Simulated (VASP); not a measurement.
A run of VASP 6.6.1 is set up as follows.

Contents of POSCAR:

```
Al2Cu
1.0
   -1.7546764223      1.7546764223      2.4812314878
    1.7546764223     -1.7546764223      2.4812314878
    1.7546764223      1.7546764223     -2.4812314878
Al Cu
2 1
Direct
    0.7500000000      0.2500000000      0.5000000000
    0.2500000000      0.7500000000      0.5000000000
    0.5000000000      0.5000000000      0.0000000000
```

The input INCAR.step1:

```
SYSTEM = Al2Cu
ALGO = Normal
EDIFF = 1E-4
ENCUT = 520
GGA = PE
ISMEAR = -1
LASPH = .TRUE.
LCHARG = .FALSE.
LREAL = .FALSE.
LWAVE = .TRUE.
NBANDS = 16
NELM = 100
PREC = Accurate
SIGMA = 0.05
```

File INCAR.step2:

```
SYSTEM = Al2Cu
ALGO = Normal
EDIFF = 1E-8
ENCUT = 520
ISIF = 2
ISMEAR = -1
ISTART = 1
LASPH = .TRUE.
LCHARG = .FALSE.
LEFG = .TRUE.
LMIXTAU = .TRUE.
LREAL = .FALSE.
LWAVE = .FALSE.
METAGGA = R2SCAN
NBANDS = 16
NELM = 100
PREC = Accurate
SIGMA = 0.05
```

File KPOINTS:

```
k-points
0
G
  13 13 13
  0 0 0
```

Potentials or basis: VASP PAW PBE potentials, release 64 (Al, Cu).

Command:

```sh
$ cat potpaw_PBE.64/Al/POTCAR potpaw_PBE.64/Cu/POTCAR > POTCAR
$ cp INCAR.step1 INCAR
$ mpirun -np 1 vasp_std > vasp.out
$ cp INCAR.step2 INCAR
$ mpirun -np 1 vasp_std > vasp.out
```

**Question.** What does it give for the band gap on the k mesh?

**Answer.** None (metal or under the smearing width).

**Question.** Predict the pressure.

**Answer.** 114.3 GPa.

Electric field gradients, principal values (V/Å²):
| atom | Vxx | Vyy | Vzz |
| --- | --- | --- | --- |
| 1 Al | 0.004 | 0.004 | -0.009 |
| 2 Al | 0.004 | 0.004 | -0.009 |
| 3 Cu | -0.022 | -0.026 | 0.047 |

Caveat: the cell as given lies far from equilibrium; so large a pressure means that the cell lies far from this level's equilibrium, or that cutoff or potentials fall short; the potentials were made for another functional, which shifts forces and pressure.
